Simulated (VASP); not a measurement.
P, 2 atoms in the cell. It takes space group R-3m (No. 166, trigonal). Conventional cell: a = 3.451 Å, b = 3.451 Å, c = 9.389 Å, α = 90.00°, β = 90.00°, γ = 120.00°. P (site symmetry 3m) is surrounded by 3 P at 2.29 Å. This isn't the form of P at room conditions, which is orthorhombic.

* Program: VASP 6.6.1
* Task: relaxation of cell and atoms
* Functional: PBEsol
* Potentials or basis: VASP PAW PBE potentials, release 64 (P)
* Cutoff: 520 eV
* k mesh: 12 × 12 × 12
* Occupations: gaussian, width 0.02 eV
* Spin: no spin polarisation
* Target pressure: 7.4 GPa
* Further INCAR settings: ALGO = Normal; EDIFF = 1e-07; IBRION = 2; EDIFFG = -0.002; NSW = 80; ISIF = 3
* Target pressure: 7.4 GPa

Potentials or basis: VASP PAW PBE potentials, release 64 (P).

The run is started by

```console
$ cat potpaw_PBE.64/P/POTCAR > POTCAR
$ mpirun -np 1 vasp_std > vasp.out
```

Hardware: 1 thread of Intel(R) Xeon(R) 6975P-C (Granite Rapids) (shared host).

Question: How long does it take, and how much memory?

Answer: Run time: 3.1 min on 1 thread of Intel(R) Xeon(R) 6975P-C (Granite Rapids), with other jobs on the host, peak memory 0.19 GiB. Counts: scf iterations 120, k points 189, ion steps 19.
